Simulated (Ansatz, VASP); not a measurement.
Al: VASP beside Ansatz

Contents of INCAR:

```
PREC = Accurate
ENCUT = 600
EDIFF = 1E-6
ISMEAR = 0
SIGMA = 0.1
LREAL = F
LASPH = T
NELM = 60
ALGO = Normal
ISIF = 3
LWAVE = F
LCHARG = F
GGA = PE
IBRION = 2
NSW = 90
EDIFFG = -0.04
```

The input KPOINTS:

```
regular mesh
0
Gamma
  8 8 6
```

File POSCAR:

```
Al
1.0
    2.3058352100      0.0000000000      0.0000000000
    0.0000000000      2.3058352100      0.0000000000
    0.0000000000      0.0000000000      3.5300699100
Al
1
Direct
    0.0000000000      0.0000000000      0.0000000000
```

Input for Ansatz:

```yaml
crystal:
  lattice:
    - [2.30583521, 0.0, 0.0]
    - [0.0, 2.30583521, 0.0]
    - [0.0, 0.0, 3.53006991]
  atoms:
    - { symbol: Al, position: [0.0, 0.0, 0.0] }
basis:
  ecutwfc: 420
kpoints:
  mp_grid: { grid: [8, 8, 6] }
hamiltonian:
  xc: pbe
scf:
  occupations: { method: gaussian, width: 0.1 }
  lower_state_search: "off"
output:
  forces: true
  stress: true
  eigenvalues: true
relax:
  adjacent_minimum: "off"
  f_tol: 0.04
  max_steps: 70
  cell: { stress_tol: 0.4 }
```

Alike in both runs: task relaxation of cell and atoms; functional PBE; k mesh 8 × 8 × 6; occupations gaussian, width 0.1 eV; no spin polarisation.

|  | VASP | Ansatz |
| --- | --- | --- |
| version | VASP 6.6.1 | Ansatz 0.2.0 |
| potentials or method | VASP PAW PBE potentials, release 64 (Al) | scalar-relativistic, plane waves, PAW |
| plane-wave cutoff (eV) | 600 | 420 |
| valence electrons in the cell | 3 | 3 |

Ansatz gave:

| Item | Value |
| --- | --- |
| gap on the k mesh at the Fermi level, each at its own relaxed structure (eV) | none |
| relaxed volume (Å³/atom) | 20.23 |
| relaxed cell length with the largest relative difference (Å) | 2.687 |
| energy change over the relaxation (meV/atom) | -1005 |

Problem. Which values does VASP return?

Solution. gap on the k mesh at the Fermi level, each at its own relaxed structure (eV): none; relaxed volume (Å³/atom): 20.24; relaxed cell length with the largest relative difference (Å): 2.684; energy change over the relaxation (meV/atom): -1005.

A gap of «none» marks a metal or a gap that the smearing closes.
